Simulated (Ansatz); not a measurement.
# In3As3H2 (buck sheet): the cost of one run

Method: DFT PBE, scalar-relativistic, plane waves, PAW, in Ansatz 0.2.0.

3 further runs of the same task are left out: 3 set aside as unsound or not needed. Runs told in other sessions of the task aren't counted.

## Step 1: The structure to begin with

It takes space group P3m1 (No. 156, trigonal). The conventional cell has a = 4.360 Å, b = 4.360 Å, c = 24.879 Å, α = 90.00°, β = 90.00°, γ = 120.00°. Around In (site symmetry 3m) lie 3 As at 2.60 Å. As (site symmetry 3m) is surrounded by 3 In at 2.60 Å.

Structure file:

```xyz
2
Lattice="4.3598 0.0000 0.0000 -2.1799 3.7757 0.0000 0.0000 0.0000 24.8795" Properties=species:S:1:pos:R:3 pbc="T T T"
In    0.0000    2.5171    8.9389
As    2.1799    1.2586    9.6008
```

This sheet was relaxed beforehand with the same method; its gap on the mesh is 0.80 eV.

## Step 2: The armchair ribbon, N = 6 with H caps

The ribbon is cut from the relaxed sheet, periodic along c; N counts formula units a period. The edge energy is the mean of both edges over the sheet, -5226.8269 eV an atom. Each H cap counts from half an H2 molecule (-15.872 eV in a separate run).

The cell holds 6 In, 6 As, 4 H: a = 22.800 Å, b = 10.000 Å, c = 7.551 Å, α = 90.00°, β = 90.00°, γ = 90.00°.

## Step 3: Relaxing it

Pressure and volume refer to the whole cell with its vacuum; only the period along c may change.

Contents of input.yaml:

```yaml
crystal:
  lattice:
    - [22.8, 0.0, 0.0]
    - [0.0, 10.0, 0.0]
    - [0.0, 0.0, 7.5513126876]
  atoms:
    - { symbol: In, position: [0.7390215139, 0.466904714, 0.3333333333] }
    - { symbol: In, position: [0.5478043028, 0.466904714, 0.3333333333] }
    - { symbol: In, position: [0.6434129083, 0.466904714, 0.8333333333] }
    - { symbol: In, position: [0.3565870917, 0.466904714, 0.3333333333] }
    - { symbol: In, position: [0.4521956972, 0.466904714, 0.8333333333] }
    - { symbol: In, position: [0.2609784861, 0.466904714, 0.8333333333] }
    - { symbol: As, position: [0.6434129083, 0.533095286, 0.1666666667] }
    - { symbol: As, position: [0.7390215139, 0.533095286, 0.6666666667] }
    - { symbol: As, position: [0.4521956972, 0.533095286, 0.1666666667] }
    - { symbol: As, position: [0.5478043028, 0.533095286, 0.6666666667] }
    - { symbol: As, position: [0.2609784861, 0.533095286, 0.1666666667] }
    - { symbol: As, position: [0.3565870917, 0.533095286, 0.6666666667] }
    - { symbol: H, position: [0.802939898, 0.5111559023, 0.2219096391] }
    - { symbol: H, position: [0.197060102, 0.5111559023, 0.7219096391] }
    - { symbol: H, position: [0.7948582633, 0.4944390755, 0.7640023076] }
    - { symbol: H, position: [0.2051417367, 0.4944390755, 0.2640023076] }
basis:
  ecutwfc: 420
kpoints:
  mp_grid: { grid: [1, 1, 5] }
hamiltonian:
  xc: pbe
scf:
  occupations: { method: gaussian, width: 0.05 }
output:
  forces: true
  stress: true
  eigenvalues: true
  populations: true
  write_density: true
  write_potential: true
  elf: true
  volumetric_format: npy
relax:
  adjacent_minimum: "off"
  f_tol: 0.02
  max_steps: 45
  cell: { fix: [a, b, alpha, beta, gamma], stress_tol: 0.03 }
```

Run with:

```console
> ansatz run input.yaml --threads 4 --pin off --max-ram 11264MiB --backend cpu --events-out ev --progress --plain --runs-dir out
```

Q: Estimate wall time and peak memory on 4 threads of Arm Neoverse V1, shared host.

About 18 min, with a peak of 2.8 GiB.
